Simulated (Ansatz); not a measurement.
## Strain response of Ti

The calculation used DFT r2SCAN, scalar-relativistic, plane waves, PAW in Ansatz. (500 eV cutoff, 18×18×12 k-mesh, Gaussian smearing of 0.10 eV, no spin polarisation)

Starting point, cell and atoms relaxed:

```
Ti
1.0
     2.05515    2.05515    0.00000
    -2.05515    2.05515    0.00000
     0.00000    0.00000    4.11030
Ti
2
Cartesian
  0.0000 0.0000 0.0000
  0.0000 2.0552 2.0552
```

Deformation: uniaxial strain along a, with the lengths of b and c and the atoms relaxed and the angles held, all within the symmetry that the strain leaves. Energies are extrapolated to zero smearing.

| strain (%) | ΔE (meV/atom) | a (Å) | b (Å) | c (Å) |
| --- | --- | --- | --- | --- |
| -4.0 | 9.4 | 2.790 | 2.879 | 4.270 |
| -2.0 | 2.5 | 2.848 | 2.895 | 4.183 |
| +0.0 | 0.0 | 2.906 | 2.906 | 4.110 |
| +2.0 | 2.7 | 2.965 | 2.917 | 4.041 |
| +4.0 | 9.0 | 3.023 | 2.929 | 3.967 |

Does one stiffness describe the whole range?

No: the innermost pair of points gives (1/V) d²E/dε² = 120 GPa and a cubic fit over all points 104 GPa, so terms beyond the third order count over this range.

How does the free axis b answer a small strain?

Between the innermost points its strain is 0.18 times the applied one.

This fcc form isn't the element's structure at ambient conditions.

2 further runs of this set didn't finish or converge.